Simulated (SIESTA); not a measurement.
## Br under changes of volume

One of the cells (34.668 Å³/atom); the others are scaled copies at fixed shape and fractional positions:

```xyz
4
Lattice="3.3855 -2.3379 0.0000 3.3855 2.3379 0.0000 0.0000 0.0000 8.7599" Properties=species:S:1:pos:R:3 pbc="T T T"
Br    3.3855    0.6308    3.4172
Br    3.3855    1.7072    7.7972
Br    3.3855   -0.6308    5.3427
Br    3.3855   -1.7072    0.9627
```

* Program: SIESTA 5.4.2
* Functional: PBE
* Potentials or basis: PseudoDojo 0.4 standard (PBE files)
* Basis: DZP (energy shift 0.003 Ry)
* Grid cutoff: 500 Ry
* Energy shift: 0.003 Ry
* k mesh: 7 × 7 × 3
* Occupations: fermi-dirac, width 0.05 eV
* Spin: no spin polarisation

```tsv
volume (Å³/atom)	energy over the lowest point (meV/atom)	pressure (GPa)	gap on the mesh (eV)	largest force (eV/Å)
31.949	?	?	?	?
32.629	36.51	3.5	1.97	1.958
33.308	23.43	2.7	1.90	1.681
34.668	6.54	1.3	1.77	1.184
35.348	2.10	0.8	1.70	0.962
36.028	0.00	0.2	1.65	0.756
```

What does the run at 31.949 Å³/atom give?

Energy over the lowest point 53.13 meV/atom; pressure 4.4 GPa; gap on the mesh 2.04 eV; largest force 2.256 eV/Å.

Worked out: A Birch-Murnaghan fit of order 3 (a polynomial in V^(-2/3)) to the other rows has its minimum at 36.37 Å³/atom, just outside them, with B0 = V·E''(V) = 25 GPa and B' = 4.7 at fixed shape and positions, which overstates the stiffness. It gives 53.18 meV/atom at 31.949 Å³/atom, against the run's 53.13, and -dE/dV = 4.4 GPa, against 4.4. A straight line through the other rows of the gap, of slope -3.27 eV per unit of ln V, extrapolates to 2.04 eV, against the run's 2.04.

Energies are extrapolated to zero smearing.

Caveats: an odd mesh through Γ misses points on the zone boundary, where band edges often lie; the basis of atomic orbitals isn't converged, which shifts pressures, moduli and gaps; forces of over 1 eV/Å show positions far from the minimum, so gaps and moduli don't describe the material at rest (some runs). Spin-orbit coupling on Br is left out.
